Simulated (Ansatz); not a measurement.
# Ga: what the sphere radii change

Aim: hold Ga and all else fixed and vary the sphere radii, to see how far energy and properties move.

Computed with Ansatz 0.2.0 (DFT, PBE, all-electron LAPW, scalar-relativistic, unless a step's input says otherwise).

## 1. The system as given

The structure is tetragonal, space group I4/mmm (No. 139). Conventional cell: a = 2.808 Å, b = 2.808 Å, c = 4.458 Å, α = 90.00°, β = 90.00°, γ = 90.00°. Around Ga (site symmetry 4/mmm) lie 12 Ga at 2.81 to 2.99 Å.

Coordinates:

```cif
data_structure
_symmetry_space_group_name_H-M 'P 1'
_symmetry_Int_Tables_number 1
_cell_length_a 2.9851
_cell_length_b 2.9851
_cell_length_c 2.9851
_cell_angle_alpha 123.888
_cell_angle_beta 123.888
_cell_angle_gamma 83.388
_cell_volume 17.58
loop_
_atom_site_label
_atom_site_type_symbol
_atom_site_fract_x
_atom_site_fract_y
_atom_site_fract_z
_atom_site_occupancy
Ga1 Ga 0.00000 0.00000 0.00000 1
```

The geometry is a database entry used as it stands. It may stem from high pressure or temperature, or be incomplete, so it serves as a test cell.

## 2. With all sphere radii typed as 0.842 Å

Input file input.yaml:

```yaml
crystal:
  lattice:
    - [-1.404, 1.404, 2.229]
    - [1.404, -1.404, 2.229]
    - [1.404, 1.404, -2.229]
  atoms:
    - { symbol: Ga, position: [0.0, 0.0, 0.0] }
kpoints:
  mp_grid: { grid: [16, 16, 16] }
scf:
  occupations: { method: fermi_dirac, width: 0.03 }
hamiltonian:
  xc: pbe
  pseudopotentials:
    kind: all_electron
    lapw: { basis_error: 0.001, muffin_tin_radii: { Ga: 0.842 } }
output:
  forces: true
  stress: true
  eigenvalues: true
```

Run with:

```bash
$ ansatz run input.yaml --threads 1 --pin off --max-ram 2048MiB --backend cpu --events-out ev --progress --plain --runs-dir out
```

The program printed (excerpt; [...] marks lines left out):

```text
LAPW: plane waves up to 14.218 Å⁻¹, error target 1.0e-3 eV per atom; small_component_spin mean_spin; Ga in spheres of 0.842 Å, 21 of its electrons in bands, Dirac shells []
[...]
Pseudopotentials: kind: all_electron
Pseudopotential: Ga, LAPW, valence charge 21, Koelling and Harmon's equation, gaussian nucleus
Functional definition: PBE
[...]
Crystal: 1 atoms, lattice volume = 17.575 Å³
Basis set: ecut = 770.232755828495 eV, 855 PW (Γ), FFT grids on a1+a3, a2+a3, a3, exchange–correlation at level 2
Bands: 15, of which v1, the nominal top of the filled ones, is band 11 counted from 1 (10 counted from 0)
Symmetry: 16 space group operations
Space group: I4/mmm (ITA 139), of the structure as read, at distance tolerance 2.6e-5 Å
k-points: 349 of 4096
[...]
SCF iter   1: F=—  HF=-52899.848793 eV  |F-HF|=—  |Δ(HF+E_count)|=         —  Δρ=2.04e-2  dr2=7.60e-2  ethr=3.62e-4  ⟨swp⟩=2.5  Hψ=34131  notcnv=0
[...]
SCF iter   6: F=-52899.812164 eV  HF=-52899.812164 eV  |F-HF|=1.39e-8  |Δ(HF+E_count)|=   1.84e-8  Δρ=3.05e-6  dr2=1.40e-9  ethr=5.98e-10  ⟨swp⟩=3.0  Hψ=13982  notcnv=0
[...]
SCF converged after 6 iterations
Free energy (F): -52899.812164 eV
[...]
E sigma→0 (E₀):  -52899.811872 eV
Entropy (-TS):   -0.000585 eV (-0.585 meV/atom)
Fermi energy:    12.911973 eV
[...]
--- Forces (eV/Å), atoms counted from 1 ---
  atom   1  Ga    -0.00000000     0.00000000     0.00000000
[...]
--- Stress (GPa, compression-positive) ---
        4.803409       0.000000       0.000000
        0.000000       4.803409       0.000000
        0.000000       0.000000       3.887408
  P = ⅓ Tr σ = 4.4981 GPa (44.981 kbar)
--- Band table (eV; the first three rows and the last of 349) ---
  k-point 0: bands = ["-130.8443", "-81.5845", "-81.5677", "-81.5677", "-2.1241", "-1.9916", "-1.9916", "-1.9681", "-1.8290", "1.3168", "25.9575", "25.9575", "26.0051", "29.1626", "29.3401"]
[...]
```

It took 77 s on 1 thread of Arm Neoverse V1, shared host; peak memory 0.95 GiB.

This run gives: pressure 4.50 GPa; no gap.

## 3. With all sphere radii typed as 1.011 Å

Edit input.yaml of step 2 so:

```diff
@@ -15,3 +15,3 @@
     kind: all_electron
-    lapw: { basis_error: 0.001, muffin_tin_radii: { Ga: 0.842 } }
+    lapw: { basis_error: 0.001, muffin_tin_radii: { Ga: 1.011 } }
 output:
```

Run with:

```bash
$ ansatz run input.yaml --threads 1 --pin off --max-ram 2048MiB --backend cpu --events-out ev --progress --plain --runs-dir out
```

The program printed (excerpt; [...] marks lines left out):

```text
LAPW: plane waves up to 11.549 Å⁻¹, error target 1.0e-3 eV per atom; small_component_spin mean_spin; Ga in spheres of 1.011 Å, 21 of its electrons in bands, Dirac shells []
[...]
Pseudopotentials: kind: all_electron
Pseudopotential: Ga, LAPW, valence charge 21, Koelling and Harmon's equation, gaussian nucleus
Functional definition: PBE
[...]
Crystal: 1 atoms, lattice volume = 17.575 Å³
Basis set: ecut = 508.2143208629341 eV, 461 PW (Γ), exchange–correlation at level 2
Bands: 15, of which v1, the nominal top of the filled ones, is band 11 counted from 1 (10 counted from 0)
Symmetry: 16 space group operations
Space group: I4/mmm (ITA 139), of the structure as read, at distance tolerance 2.6e-5 Å
k-points: 349 of 4096
[...]
SCF iter   1: F=—  HF=-52899.848845 eV  |F-HF|=—  |Δ(HF+E_count)|=         —  Δρ=1.84e-2  dr2=5.72e-2  ethr=2.72e-4  ⟨swp⟩=3.0  Hψ=32786  notcnv=0
[...]
SCF iter   6: F=-52899.812208 eV  HF=-52899.812208 eV  |F-HF|=2.32e-8  |Δ(HF+E_count)|=   1.60e-7  Δρ=4.63e-6  dr2=2.68e-9  ethr=4.58e-10  ⟨swp⟩=3.0  Hψ=13979  notcnv=0
[...]
SCF converged after 6 iterations
Free energy (F): -52899.812208 eV
[...]
E sigma→0 (E₀):  -52899.811916 eV
Entropy (-TS):   -0.000585 eV (-0.585 meV/atom)
Fermi energy:    12.911974 eV
[...]
--- Forces (eV/Å), atoms counted from 1 ---
  atom   1  Ga     0.00000000     0.00000000    -0.00000000
[...]
--- Stress (GPa, compression-positive) ---
        4.804560       0.000000       0.000000
        0.000000       4.804560      -0.000000
        0.000000      -0.000000       3.888210
  P = ⅓ Tr σ = 4.4991 GPa (44.991 kbar)
--- Band table (eV; the first three rows and the last of 349) ---
  k-point 0: bands = ["-130.8442", "-81.5844", "-81.5675", "-81.5675", "-2.1240", "-1.9915", "-1.9915", "-1.9681", "-1.8289", "1.3168", "25.9576", "25.9576", "26.0052", "29.1624", "29.3406"]
[...]
```

It took 45 s on 1 thread of Arm Neoverse V1, shared host; peak memory 0.61 GiB.

This run gives: pressure 4.50 GPa; no gap.

## 4. With all sphere radii typed as 1.179 Å

Edit input.yaml of step 3 so:

```diff
@@ -15,3 +15,3 @@
     kind: all_electron
-    lapw: { basis_error: 0.001, muffin_tin_radii: { Ga: 1.011 } }
+    lapw: { basis_error: 0.001, muffin_tin_radii: { Ga: 1.179 } }
 output:
```

Run with:

```bash
$ ansatz run input.yaml --threads 1 --pin off --max-ram 2048MiB --backend cpu --events-out ev --progress --plain --runs-dir out
```

The program printed (excerpt; [...] marks lines left out):

```text
LAPW: plane waves up to 9.623 Å⁻¹, error target 1.0e-3 eV per atom; small_component_spin mean_spin; Ga in spheres of 1.179 Å, 21 of its electrons in bands, Dirac shells []
[...]
Pseudopotentials: kind: all_electron
Pseudopotential: Ga, LAPW, valence charge 21, Koelling and Harmon's equation, gaussian nucleus
Functional definition: PBE
[...]
Crystal: 1 atoms, lattice volume = 17.575 Å³
Basis set: ecut = 352.84235668788205 eV, 275 PW (Γ), FFT grids on a1+a3, a2+a3, a3, exchange–correlation at level 2
Bands: 15, of which v1, the nominal top of the filled ones, is band 11 counted from 1 (10 counted from 0)
Symmetry: 16 space group operations
Space group: I4/mmm (ITA 139), of the structure as read, at distance tolerance 2.6e-5 Å
k-points: 349 of 4096
[...]
SCF iter   1: F=—  HF=-52899.848947 eV  |F-HF|=—  |Δ(HF+E_count)|=         —  Δρ=1.53e-2  dr2=3.43e-2  ethr=1.63e-4  ⟨swp⟩=3.0  Hψ=33913  notcnv=0
[...]
SCF iter   6: F=-52899.812276 eV  HF=-52899.812276 eV  |F-HF|=5.62e-9  |Δ(HF+E_count)|=   1.23e-7  Δρ=3.51e-6  dr2=1.14e-9  ethr=3.52e-10  ⟨swp⟩=3.0  Hψ=14311  notcnv=0
[...]
SCF converged after 6 iterations
Free energy (F): -52899.812276 eV
[...]
E sigma→0 (E₀):  -52899.811983 eV
Entropy (-TS):   -0.000585 eV (-0.585 meV/atom)
Fermi energy:    12.911957 eV
[...]
--- Forces (eV/Å), atoms counted from 1 ---
  atom   1  Ga    -0.00000000     0.00000000     0.00000000
[...]
--- Stress (GPa, compression-positive) ---
        4.804727       0.000000       0.000000
        0.000000       4.804727       0.000000
        0.000000       0.000000       3.888327
  P = ⅓ Tr σ = 4.4993 GPa (44.993 kbar)
--- Band table (eV; the first three rows and the last of 349) ---
  k-point 0: bands = ["-130.8444", "-81.5849", "-81.5676", "-81.5676", "-2.1240", "-1.9918", "-1.9918", "-1.9684", "-1.8289", "1.3168", "25.9577", "25.9577", "26.0049", "29.1624", "29.3427"]
[...]
```

It took 30 s on 1 thread of Arm Neoverse V1, shared host; peak memory 0.46 GiB.

This run gives: pressure 4.50 GPa; no gap.

## 5. The sweep in one table

| sphere radius (Å) | energy from the first row (meV/atom) | pressure (GPa) | SCF cycles, by the record's count | time |
| --- | --- | --- | --- | --- |
| all sphere radii typed as 0.842 Å | 0.00 | 4.50 | 6 | 77 s |
| all sphere radii typed as 1.011 Å | -0.04 | 4.50 | 6 | 45 s |
| all sphere radii typed as 1.179 Å | -0.11 | 4.50 | 6 | 30 s |

Energies are those extrapolated to zero smearing.

## 6. What came out

| quantity | value |
| --- | --- |
| largest change of energy from «all sphere radii typed as 0.842 Å» (zero smearing) | -0.1 meV/atom (all sphere radii typed as 1.179 Å) |
| pressure, in all runs (LAPW) | 4.50 GPa |

**Reading.** Across the runs the energy spans 0.1 meV/atom. A complete basis would give the same answer for any radius, so the spread shows part of the basis error. The pressure spans under 0.01 GPa (LAPW).
